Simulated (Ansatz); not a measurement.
# WC (Qusongite) (P-6m2) in Ansatz: convergence with k mesh

Aim: find how far k mesh must go before the results for WC (Qusongite) settle, at PBEsol. This setting moves, with any that are tied to it; all else stays.

All numbers are computed with Ansatz 0.2.0; they aren't measurements. Logs are shortened: lines on timing, memory, paths and dates and some standing lists are left out, and cuts for length are marked.

### 1 The structure

The structure is hexagonal, space group P-6m2 (No. 187). Conventional cell: a = 2.907 Å, b = 2.907 Å, c = 2.837 Å, α = 90.00°, β = 90.00°, γ = 120.00°. Around W (site symmetry -6m2) lie 6 C at 2.20 Å. C (site symmetry -6m2) is surrounded by 6 W at 2.20 Å.

### 2 With k mesh 3 × 3 × 3

Input file input.yaml:

```yaml
crystal:
  lattice:
    - [2.9065, 0.0, 0.0]
    - [-1.45325, 2.5171028361, 0.0]
    - [0.0, 0.0, 2.8366]
  atoms:
    - { symbol: W, position: [0.0, 0.0, 0.0] }
    - { symbol: C, position: [0.6666666667, 0.3333333333, 0.5] }
hamiltonian:
  xc: pbesol
  pseudopotentials: { kind: paw_fr }
magnetization:
  noncollinear: true
  spin_orbit: true
kpoints:
  mp_grid: { grid: [3, 3, 3] }
scf:
  occupations: { method: gaussian, width: 0.05 }
output:
  forces: true
  stress: true
  eigenvalues: true
```

Potentials or basis: Ansatz PAW.

Command:

```bash
$ ansatz run input.yaml --threads 2 --pin off --max-ram 5632MiB --backend cpu --events-out ev --progress --plain --runs-dir out
```

Run time: 2.1 s. Hardware: 2 threads of Intel Xeon at 2.50GHz (Skylake/Cascade Lake), shared host; peak memory 0.34 GiB.

Results:

```
Free energy : -10527.5506 eV
Pressure    : 1.1 GPa
```

### 3 With k mesh 4 × 4 × 4

input.yaml, as its differences from that of step 2:

```diff
@@ -15,3 +15,3 @@
 kpoints:
-  mp_grid: { grid: [3, 3, 3] }
+  mp_grid: { grid: [4, 4, 4] }
 scf:
```

Potentials or basis: Ansatz PAW.

Command:

```bash
$ ansatz run input.yaml --threads 2 --pin off --max-ram 5632MiB --backend cpu --events-out ev --progress --plain --runs-dir out
```

Wall time 3.3 s (2 threads of Intel Xeon at 2.50GHz (Skylake/Cascade Lake), shared host); peak memory 0.34 GiB.

What came out:

- Free energy: -10527.8078 eV
- Pressure: -3.2 GPa
- Band gap on the k mesh: none (metal or under the smearing width)

### 4 With k mesh 5 × 5 × 5

input.yaml, as its differences from that of step 3:

```diff
@@ -15,3 +15,3 @@
 kpoints:
-  mp_grid: { grid: [4, 4, 4] }
+  mp_grid: { grid: [5, 5, 5] }
 scf:
```

Command:

```bash
$ ansatz run input.yaml --threads 2 --pin off --max-ram 5632MiB --backend cpu --events-out ev --progress --plain --runs-dir out
```

Wall time 3.9 s (2 threads of Intel Xeon at 2.50GHz (Skylake/Cascade Lake), shared host); peak memory 0.35 GiB.

What came out:

```
Free energy : -10527.8512 eV
Pressure    : -3.6 GPa
```

### 5 With k mesh 6 × 6 × 5

input.yaml, as its differences from that of step 4:

```diff
@@ -15,3 +15,3 @@
 kpoints:
-  mp_grid: { grid: [5, 5, 5] }
+  mp_grid: { grid: [6, 6, 5] }
 scf:
```

Command:

```bash
$ ansatz run input.yaml --threads 2 --pin off --max-ram 5632MiB --backend cpu --events-out ev --progress --plain --runs-dir out
```

Run time: 4.7 s. Hardware: 2 threads of Intel Xeon at 2.50GHz (Skylake/Cascade Lake), shared host; peak memory 0.36 GiB.

Results:

* Free energy: -10527.8542 eV
* Pressure: -3.6 GPa
* Band gap on the k mesh: none (metal or under the smearing width)

### 6 With k mesh 8 × 8 × 7

input.yaml, as its differences from that of step 5:

```diff
@@ -15,3 +15,3 @@
 kpoints:
-  mp_grid: { grid: [6, 6, 5] }
+  mp_grid: { grid: [8, 8, 7] }
 scf:
```

Potentials or basis: Ansatz PAW.

Command:

```bash
$ ansatz run input.yaml --threads 2 --pin off --max-ram 5632MiB --backend cpu --events-out ev --progress --plain --runs-dir out
```

Run time: 6.1 s. Hardware: 2 threads of Intel Xeon at 2.50GHz (Skylake/Cascade Lake), shared host; peak memory 0.4 GiB.

It converged, with:

```yaml
Free_energy: -10527.8632 eV
Pressure: -4.0 GPa
Band_gap_on_the_k_mesh: none (metal or under the smearing width)
```

### 7 With k mesh 9 × 9 × 8

input.yaml, as its differences from that of step 6:

```diff
@@ -15,3 +15,3 @@
 kpoints:
-  mp_grid: { grid: [8, 8, 7] }
+  mp_grid: { grid: [9, 9, 8] }
 scf:
```

Command:

```bash
$ ansatz run input.yaml --threads 2 --pin off --max-ram 5632MiB --backend cpu --events-out ev --progress --plain --runs-dir out
```

Wall time 8.2 s (2 threads of Intel Xeon at 2.50GHz (Skylake/Cascade Lake), shared host); peak memory 0.42 GiB.

The run converged. Its results:

| Property | Result |
| --- | --- |
| Free energy | -10527.8609 eV |
| Pressure | -3.8 GPa |
| Band gap on the k mesh | none (metal or under the smearing width) |

### 8 With k mesh 12 × 12 × 11

input.yaml, as its differences from that of step 7:

```diff
@@ -15,3 +15,3 @@
 kpoints:
-  mp_grid: { grid: [9, 9, 8] }
+  mp_grid: { grid: [12, 12, 11] }
 scf:
```

Command:

```bash
$ ansatz run input.yaml --threads 2 --pin off --max-ram 5632MiB --backend cpu --events-out ev --progress --plain --runs-dir out
```

It took 14 s on 2 threads of Intel Xeon at 2.50GHz (Skylake/Cascade Lake), shared host; peak memory 0.46 GiB.

It converged, with:

- Free energy: -10527.8641 eV
- Pressure: -3.8 GPa
- Band gap on the k mesh: none (metal or under the smearing width)

### 9 With k mesh 14 × 14 × 13

input.yaml, as its differences from that of step 8:

```diff
@@ -15,3 +15,3 @@
 kpoints:
-  mp_grid: { grid: [12, 12, 11] }
+  mp_grid: { grid: [14, 14, 13] }
 scf:
```

Potentials or basis: Ansatz PAW.

Command:

```bash
$ ansatz run input.yaml --threads 2 --pin off --max-ram 5632MiB --backend cpu --events-out ev --progress --plain --runs-dir out
```

Wall time 20 s (2 threads of Intel Xeon at 2.50GHz (Skylake/Cascade Lake), shared host); peak memory 0.51 GiB.

Results (log left out):

| Quantity | Value |
| --- | --- |
| Free energy | -10527.8625 eV |
| Pressure | -3.8 GPa |
| Band gap on the k mesh | none (metal or under the smearing width) |

### 10 With k mesh 17 × 17 × 15

input.yaml, as its differences from that of step 9:

```diff
@@ -15,3 +15,3 @@
 kpoints:
-  mp_grid: { grid: [14, 14, 13] }
+  mp_grid: { grid: [17, 17, 15] }
 scf:
```

Potentials or basis: Ansatz PAW.

Command:

```bash
$ ansatz run input.yaml --threads 2 --pin off --max-ram 5632MiB --backend cpu --events-out ev --progress --plain --runs-dir out
```

Standard output:

```text
Warning: RAYON_NUM_THREADS=2 ignored (pool sized by the plan → 2); use --threads N
Engine: ansatz 0.2.0, x86_64-unknown-linux-gnu
Pseudopotentials: kind: paw_fr
Pseudopotential: W, paw_fr, valence charge 14, recommended cutoff 420 eV (normal), W.paw.azcp#standard-fr
Pseudopotential: C, paw_fr, valence charge 4, recommended cutoff 420 eV (normal), C.paw.azcp#standard-fr
Functional definition: PBEsol
  exchange = pbesol_x
  correlation = pbesol_c
non-collinear run that drives no moment, with spin-orbit: no starting moment large enough to seed its density (crystal.atoms[].spin), no starting occupations that ask for one, no magnetisation constraint and no magnetic field, so the semilocal B_xc is pinned to zero
Crystal: 2 atoms, lattice volume = 20.752 Å³
Basis set: ecut = 420 eV, 405 PW (Γ), exchange–correlation on 40×40×40 points (8 copies of the dense FFT grid, shifted against one another)
Bands: 26, of which v1, the nominal top of the filled ones, is band 18 counted from 1 (17 counted from 0)
Symmetry: 12 space group operations + 12 with time reversal
Magnetic group: BNS 187.210 (UNI 1440), of the structure as read, at distance tolerance 2.7e-5 Å
k-points: 264 of 4335 (time reversal used)
Projection manifold: j_resolved (fully-relativistic pseudo-atomic orbitals)
Non-local potential: W, projectors of the file, l = 0: 3, l = 1: 4, l = 2: 4, l = 3: 2
Non-local potential: C, projectors of the file, l = 0: 2, l = 1: 4, l = 2: 2
PAW form: soft (Blöchl's): semilocal exchange-correlation on the pseudo side does not see the compensation charge
PAW frozen core: W, regenerated for the run's functional, and the local potential with it (the file was generated under x = pbe(κ = 0.804, μ = 0.2195149727645171), c = pbe(β = 0.06672455060314922))
PAW frozen core: C, regenerated for the run's functional, and the local potential with it (the file was generated under x = pbe(κ = 0.804, μ = 0.2195149727645171), c = pbe(β = 0.06672455060314922))
PAW one-centre angular grid: W, 590 points (default); XC on 64 Gauss nodes
PAW one-centre angular grid: C, 110 points (default); XC on 64 Gauss nodes
Initial density: superposition of atomic densities (chi_scale 0.1, normalization cell, long waves kept (reshape's long-wave potential 0.00 eV rms))
Initial wavefunctions: pseudopotential atomic-orbital guess
Functional: x = pbesol(κ = 0.804, μ = 0.12345679012345678), c = pbesol(β = 0.046)
SCF iter   1: F=—  HF=-10528.988075 eV  |F-HF|=—  |Δ(HF+E_count)|=         —  Δρ=1.29e-1  dr2=4.57e0  dr2_m=0.00e0 (ungated)  ethr=3.10e-3  |M|=0.00e0 ∫|m|=0.00e0 μB  |m|>n=0.0e0 m-floor=0.0e0 τ_xc=0.0e0  β_m=0.30  ⟨swp⟩=6.4  Hψ=36483  notcnv=0  defer=14
preconditioner: auto → none  [metal: Δε(μ)=0.011 eV  Ē_g=10.817 eV  σ=0.050 eV  W_gap=0.13  n_scr=8 (ndim 8)  ℏωp=25.8 eV  f_vac=0.000  D(μ)=0.18/eV (n_scr^D=0)  sad-step TF]
SCF iter   2: F=—  HF=-10528.198923 eV  |F-HF|=—  |Δ(HF+E_count)|=   7.89e-1  Δρ=7.25e-2  dr2=1.40e0  dr2_m=0.00e0 (ungated)  ethr=3.10e-3  |M|=0.00e0 ∫|m|=0.00e0 μB  |m|>n=0.0e0 m-floor=0.0e0 τ_xc=0.0e0  β_m=0.48  ⟨swp⟩=2.5  Hψ=12289  notcnv=0  defer=784
SCF iter   3: F=—  HF=-10527.860276 eV  |F-HF|=—  |Δ(HF+E_count)|=   3.39e-1  Δρ=1.34e-2  dr2=1.54e-2  dr2_m=0.00e0 (ungated)  ethr=3.10e-3  |M|=0.00e0 ∫|m|=0.00e0 μB  |m|>n=0.0e0 m-floor=0.0e0 τ_xc=0.0e0  β_m=0.65  ⟨swp⟩=2.2  Hψ=10239  notcnv=0  defer=784
SCF iter   4: F=—  HF=-10527.862615 eV  |F-HF|=—  |Δ(HF+E_count)|=   2.34e-3  Δρ=2.86e-3  dr2=1.49e-3  dr2_m=0.00e0 (ungated)  ethr=8.57e-5  |M|=0.00e0 ∫|m|=0.00e0 μB  |m|>n=0.0e0 m-floor=0.0e0 τ_xc=0.0e0  β_m=0.66  ⟨swp⟩=2.7  Hψ=13297  notcnv=0  defer=753
SCF iter   5: F=—  HF=-10527.862400 eV  |F-HF|=—  |Δ(HF+E_count)|=   2.15e-4  Δρ=2.39e-4  dr2=3.72e-6  dr2_m=0.00e0 (ungated)  ethr=8.27e-6  |M|=0.00e0 ∫|m|=0.00e0 μB  |m|>n=0.0e0 m-floor=0.0e0 τ_xc=0.0e0  β_m=0.72  ⟨swp⟩=2.1  Hψ=8393  notcnv=0  defer=753
SCF iter   6: F=—  HF=-10527.862402 eV  |F-HF|=—  |Δ(HF+E_count)|=   2.21e-6  Δρ=3.27e-5  dr2=5.71e-8  dr2_m=0.00e0 (ungated)  ethr=5.56e-10  |M|=0.00e0 ∫|m|=0.00e0 μB  |m|>n=0.0e0 m-floor=0.0e0 τ_xc=0.0e0  β_m=0.83  ⟨swp⟩=10.1  Hψ=39883  notcnv=0
SCF iter   7: F=-10527.862402 eV  HF=-10527.862402 eV  |F-HF|=3.95e-9  |Δ(HF+E_count)|=  3.44e-10  Δρ=4.45e-6  dr2=4.98e-9  dr2_m=0.00e0 (ungated)  ethr=3.17e-10  |M|=0.00e0 ∫|m|=0.00e0 μB  |m|>n=0.0e0 m-floor=0.0e0 τ_xc=0.0e0  ⟨swp⟩=1.8  Hψ=20273  notcnv=0
SCF 1 converged in 7 iterations: F = -10527.862402 eV  dr2 = 4.98e-9
SCF converged after 7 iterations
Magnetization: |M| = 0.0000 μB,  M = (+0.0000, +0.0000, +0.0000) μB
Absolute magnetization: 0.0000 μB (∫|m|)
  site 0: m = (+0.0000, +0.0000, +0.0000) μB, |m| = 0.0000 μB  (R = 0.91 Å)
  site 1: m = (+0.0000, +0.0000, +0.0000) μB, |m| = 0.0000 μB  (R = 0.91 Å)
Free energy (F): -10527.862402 eV
Harris-Foulkes:  -10527.862402 eV  (|F-HF|=3.95e-9)
Internal energy: -10527.862098 eV  (E = F + TS)
E sigma→0 (E₀):  -10527.862250 eV
Entropy (-TS):   -0.000304 eV (-0.152 meV/atom)
Fermi energy:    20.423274 eV
--- Per-component energies (eV) ---
  E_band       = -63.591083
  E_kinetic    = 541.479704
  E_local      = -666.328904  (includes V_loc(G=0)·N_el)
  E_nonlocal   = 23.163602
  E_hartree    = 234.954908
  E_xc         = -314.181331
  E_vxc        = -299.874126  (∫ρ·V_xc dr)
  E_paw        = -8550.938097  (= ΣΔE_a)
  E_vpaw       = -131.939999  (= ΣTr[D̂ρ^β])
  E_aug_tail   = -0.000066  (compensation charges beyond the density's cutoff)
  E_ewald      = -1796.259643
  E_core_change = 0.247730  (= ΣΔE_core)
  E_smearing   = -0.000304  (= −TS)
  E_closure    = 0.000000  (closes the sum)
  Σ components = -10527.862402   (vs F -10527.862402, Δ=0.00e0)
--- Forces (eV/Å), atoms counted from 1 ---
  atom   1  W      0.00000000     0.00000000     0.00000000
  atom   2  C      0.00000000    -0.00000000     0.00000000
  max |Σ_I F_I| component: 3.19e-16 eV/Å
--- Stress (GPa, compression-positive) ---
       -3.613324       0.000000      -0.000000
        0.000000      -3.613324      -0.000000
       -0.000000      -0.000000      -4.453096
  P = ⅓ Tr σ = -3.8932 GPa (-38.932 kbar)
--- Band table (eV; the first three rows and the last of 264) ---
  k-point 0: bands = ["-53.2778", "-53.2778", "-24.5462", "-24.5462", "-14.6574", "-14.6574", "-14.5678", "-14.5678", "6.0247", "6.0247", "16.1070", "16.1070", "16.9496", "16.9496", "17.2581", "17.2581", "20.5228", "20.5228", "23.4916", "23.4916", "23.8851", "23.8851", "26.0374", "26.0374", "26.1630", "26.1630"]
  k-point 1: bands = ["-53.2760", "-53.2760", "-24.5516", "-24.5516", "-14.6851", "-14.6851", "-14.5641", "-14.5641", "6.1346", "6.1346", "16.0557", "16.0557", "16.9769", "17.0230", "17.3067", "17.3067", "20.5011", "20.5011", "23.1397", "23.1397", "23.2916", "23.6417", "26.1059", "26.3787", "26.3787", "26.4786"]
  k-point 2: bands = ["-53.2709", "-53.2709", "-24.5670", "-24.5670", "-14.7623", "-14.7623", "-14.5537", "-14.5537", "6.4552", "6.4552", "15.8401", "15.8401", "17.0992", "17.1960", "17.4472", "17.4472", "20.5455", "20.5455", "22.3878", "22.4054", "22.4054", "22.8446", "26.3877", "26.6730", "26.6730", "26.8607"]
  k-point 263: bands = ["-53.1711", "-53.1711", "-24.8493", "-24.8338", "-15.3155", "-15.2968", "-15.1769", "-15.1107", "9.5154", "9.5675", "13.2312", "13.3278", "14.7489", "15.2070", "18.5249", "18.7624", "19.7293", "19.9236", "24.7782", "24.8509", "26.7958", "27.0247", "27.6254", "28.1837", "29.6005", "29.6825"]
```

It took 28 s on 2 threads of Intel Xeon at 2.50GHz (Skylake/Cascade Lake), shared host; peak memory 0.59 GiB.

What came out:

| Property | Result |
| --- | --- |
| Free energy | -10527.8624 eV |
| Pressure | -3.9 GPa |
| Band gap on the k mesh | none (metal or under the smearing width) |

### 11 The series at a glance

| k mesh | energy less the tightest run, at zero smearing (meV/atom) | pressure (GPa) | SCF cycles | CPU time (s) | peak memory (GiB) |
| --- | --- | --- | --- | --- | --- |
| 3 × 3 × 3 | 155.84 | 1.08 | 7 | 3 | 0.34 |
| 4 × 4 × 4 | 27.41 | -3.22 | 7 | 4.3 | 0.34 |
| 5 × 5 × 5 | 5.55 | -3.58 | 6 | 4.8 | 0.35 |
| 6 × 6 × 5 | 4.23 | -3.56 | 7 | 6.2 | 0.36 |
| 8 × 8 × 7 | -0.33 | -3.98 | 8 | 9.8 | 0.4 |
| 9 × 9 × 8 | 0.83 | -3.75 | 8 | 14 | 0.42 |
| 12 × 12 × 11 | -0.87 | -3.84 | 7 | 25 | 0.46 |
| 14 × 14 × 13 | -0.05 | -3.82 | 7 | 36 | 0.51 |
| 17 × 17 × 15 | 0.00 | -3.89 | 7 | 53 | 0.59 |

Against the tightest run, the energy stays within 1 meV/atom from 8 × 8 × 7 on; the pressure stays within 0.1 GPa from 12 × 12 × 11 on. Meshes of other sizes hit other points, so gaps and Fermi surfaces needn't settle smoothly. The tightest run that finished is the yardstick and may itself not be fully converged.

Caveats: the PAW data sets come from PBE, with cores solved anew for the run's functional, which leaves a small shift of forces and pressure.
